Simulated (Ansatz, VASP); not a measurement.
# ZnS (Wurtzite-2H) in VASP and in Ansatz

```
Zn S
1.0
     3.81100    0.00000    0.00000
    -1.90550    3.30042    0.00000
     0.00000    0.00000    6.23400
Zn S
2 2
Cartesian
  1.9055 1.1001 3.1170
  0.0000 2.2003 0.0000
  1.9055 1.1001 5.5171
  0.0000 2.2003 2.4001
```

Alike in both runs: task single point; functional PBE; k mesh 8 × 8 × 5; occupations gaussian, width 0.011 eV; no spin polarisation.

|  | VASP | Ansatz |
| --- | --- | --- |
| version | VASP 6.6.1 | Ansatz 0.2.0 |
| potentials or method | VASP PAW PBE potentials, release 64 (Zn, S) | Ansatz PAW |
| plane-wave cutoff (eV) | 520 | 420 |
| valence electrons in the cell | 36 | 36 |

|  | VASP | Ansatz | Ansatz less VASP |
| --- | --- | --- | --- |
| gap on the k mesh at the Fermi level (eV) | 2.25 | 2.25 | -0.006 |
| least direct gap on the mesh (eV) | 2.25 | 2.25 | -0.006 |
| pressure (GPa) | 2.2 | 2.3 | +0.09 |
| largest component of the traceless stress (GPa) | 1.38 | 1.35 | -0.027 |
| rms of the force components (eV/Å) | 0.186 | 0.184 | -0.0020 |

Atom by atom the forces differ by 0.002 eV/Å (rms over components). With one functional, cell and mesh, what is left measures potentials, basis and numerics.

Caveats: odd divisions of the mesh miss points on the zone boundary, where band edges often lie, so the gap on the mesh can be too wide (Ansatz).
